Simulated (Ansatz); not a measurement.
# FeO (Wuestite): the cost of one run

Computed with Ansatz 0.2.0 (DFT PBE+U (U_eff = 4 eV on Fe 3d), scalar-relativistic, plane waves, PAW, unless a step's input says otherwise).

The COD entry's cell or inner coordinates are ideal or old and differ from later refinements, so a difference from it is no clean test against experiment.

**1. The starting structure**

It takes space group C2/c (No. 15, monoclinic). The conventional cell has a = 5.478 Å, b = 3.106 Å, c = 5.476 Å, α = 90.00°, β = 112.23°, γ = 90.00°. Fe (site symmetry -1) is surrounded by 6 O at 2.06 to 2.30 Å. O (site symmetry 2) has 6 Fe at 2.06 to 2.30 Å as nearest neighbours.

Structure file:

```
Fe O
1.0
    -2.27221   -2.14008    4.33645
    -4.54602   -2.15833    2.15829
    -2.27221   -4.33651    2.14004
Fe O
2 2
Direct
  0.00000 0.00000 0.00000
  0.50000 0.50000 0.50000
  0.19612 0.25000 0.30389
  0.80388 0.75000 0.69611
```

An earlier run at PBE+U (U_eff = 4 eV on Fe 3d) left this cell at 10.781 Å³/atom and 0.01 GPa (8×8×8 mesh). The large moments point both ways and cancel.

Volume factors to run: 0.980, 1.020, 0.960, 1.040.

**2. At 0.980 of the relaxed volume**

The input, input.yaml:

```yaml
crystal:
  lattice:
    - [-2.2569554485, -2.1257138291, 4.3073430737]
    - [-4.5155057523, -2.1438475317, 2.143807258]
    - [-2.256962938, -4.3074011525, 2.1256810449]
  atoms:
    - { symbol: Fe, position: [0.0, 0.0, 0.0], spin: 3.69 }
    - { symbol: O, position: [1.1961245738, -0.7500011269, -0.6961149501] }
    - { symbol: Fe, position: [0.5, 0.5, 0.5], spin: -3.69 }
    - { symbol: O, position: [1.8038754262, -0.2499988731, -0.3038850499] }
basis:
  ecutwfc: 420
  ecutrho_ratio: 4
kpoints:
  mp_grid: { grid: [8, 8, 8] }
hamiltonian:
  xc: pbe
  hubbard:
    sites:
      - { species: Fe, l: d, u_eff: 4.0, starting_ns: start.occupation_matrices }
    ns_hold: { iters: 6 }
scf:
  occupations: { method: gaussian, width: 0.05 }
  lower_state_search: "off"
output:
  forces: true
  stress: true
  eigenvalues: true
  populations: true
magnetization:
  spin_polarized: true
relax:
  f_tol: 0.01
  max_steps: 40
  cell: { stress_tol: 0.1, fix: [volume] }
```

start.occupation_matrices holds the open shells' occupation matrices from the neighbouring geometry.

Launch:

```bash
> ansatz run input.yaml --threads 2 --pin off --max-ram 5120MiB --backend cpu --events-out ev --progress --plain --runs-dir out
```

**Question.** How long does this run take on 2 threads of AMD EPYC 9R45 (Zen 5), shared host, and how much memory does it need?

About 62 s, with a peak of 1 GiB.
